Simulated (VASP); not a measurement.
All values below come from RPBE GGA, VASP's PBE PAW potentials (set 64) (plane waves; VASP).

The input files of a VASP run:

POSCAR:
```
BaF2
1.0
  0.0000000000   3.1968652405   3.1968652405
  3.1968652405   0.0000000000   3.1968652405
  3.1968652405   3.1968652405   0.0000000000
Ba F
1 2
Cart
  0.0000000000   3.1968652405   3.1968652405
  1.5984326203   1.5984326203   1.5984326203
  4.7952978608   4.7952978608   4.7952978608
```

KPOINTS:
```
Automatic
0
G
6 6 6
0 0 0
```

**INCAR**
```
ALGO  =  Normal
EDIFF  =  1E-6
EDIFFG  =  -0.02
ENCUT  =  520
GGA  =  RP
IBRION  =  2
ISIF  =  3
ISMEAR  =  0
LASPH  =  .True.
LCHARG  =  .False.
LMAXMIX  =  4
LREAL  =  .False.
LWAVE  =  .False.
NELM  =  100
NSW  =  60
PREC  =  Accurate
SIGMA  =  0.05
SYSTEM  =  BaF2
```

POTCAR, in this order: Ba_sv F (PBE.64 set). Program: vasp_std.

The resulting files:

File OSZICAR:
```
       N       E                     dE             d eps       ncg     rms          rms(c)
DAV:   1     0.158565614581E+03    0.15857E+03   -0.13082E+04   512   0.138E+03
DAV:   2    -0.115252887332E+02   -0.17009E+03   -0.16701E+03   672   0.286E+02
DAV:   3    -0.181261626468E+02   -0.66009E+01   -0.65937E+01   720   0.659E+01
DAV:   4    -0.181992451338E+02   -0.73082E-01   -0.73069E-01   688   0.556E+00
DAV:   5    -0.182007034144E+02   -0.14583E-02   -0.14583E-02   704   0.553E-01    0.848E+00
DAV:   6    -0.162980343025E+02    0.19027E+01   -0.10624E+01   512   0.244E+01    0.393E+00
DAV:   7    -0.163225350657E+02   -0.24501E-01   -0.37054E-01   672   0.552E+00    0.199E+00
DAV:   8    -0.163815544227E+02   -0.59019E-01   -0.86268E-02   608   0.346E+00    0.279E-01
DAV:   9    -0.163983080822E+02   -0.16754E-01   -0.20513E-02   616   0.114E+00    0.164E-01
DAV:  10    -0.164022092025E+02   -0.39011E-02   -0.54327E-03   544   0.621E-01    0.369E-02
DAV:  11    -0.164022307415E+02   -0.21539E-04   -0.25188E-04   712   0.146E-01    0.154E-02
DAV:  12    -0.164022391818E+02   -0.84403E-05   -0.71048E-05   512   0.945E-02    0.550E-03
DAV:  13    -0.164022386766E+02    0.50522E-06   -0.37736E-06   520   0.147E-02
   1 F= -.16402239E+02 E0= -.16402239E+02  d E =-.164022E+02
```

### OUTCAR
```
------------------------ aborting loop because EDIFF is reached ----------------------------------------
  FORCE on cell =-STRESS in cart. coord.  units (eV):
  Direction    XX          YY          ZZ          XY          YZ          ZX
  --------------------------------------------------------------------------------------
  Total       -0.0157733     -0.0157733     -0.0157733     -0.0000000      0.0000000     -0.0000000
  in kB       -0.3867510     -0.3867510     -0.3867510     -0.0000000      0.0000000     -0.0000000
  external PRESSURE =      -0.3867510 kB  Pullay stress =       0.0000000 kB
  volume of cell :       65.34
      direct lattice vectors                 reciprocal lattice vectors
     0.000000000  3.196865241  3.196865241    -0.156403215  0.156403215  0.156403215
     3.196865241  0.000000000  3.196865241     0.156403215 -0.156403215  0.156403215
     3.196865241  3.196865241  0.000000000     0.156403215  0.156403215 -0.156403215
 POSITION                                       TOTAL-FORCE (eV/Angst)
 -----------------------------------------------------------------------------------
      0.00000      0.00000      0.00000        -0.000000     -0.000000     -0.000000
      1.59843      1.59843      1.59843        -0.000000     -0.000000     -0.000000
      4.79530      4.79530      4.79530         0.000000      0.000000      0.000000
 -----------------------------------------------------------------------------------
    total drift:                                0.000000      0.000000      0.000000
  FREE ENERGIE OF THE ION-ELECTRON SYSTEM (eV)
  ---------------------------------------------------
  free  energy   TOTEN  =       -16.4022386766 eV

  energy  without entropy=      -16.4022386766  energy(sigma->0) =      -16.40223868

 reached required accuracy - stopping structural energy minimisation
```
(Selected blocks of OUTCAR.)

The compound is BaF2 in the fluorite structure. It was relaxed first, which changed the volume by +10 %. The start is the result of an earlier pass.
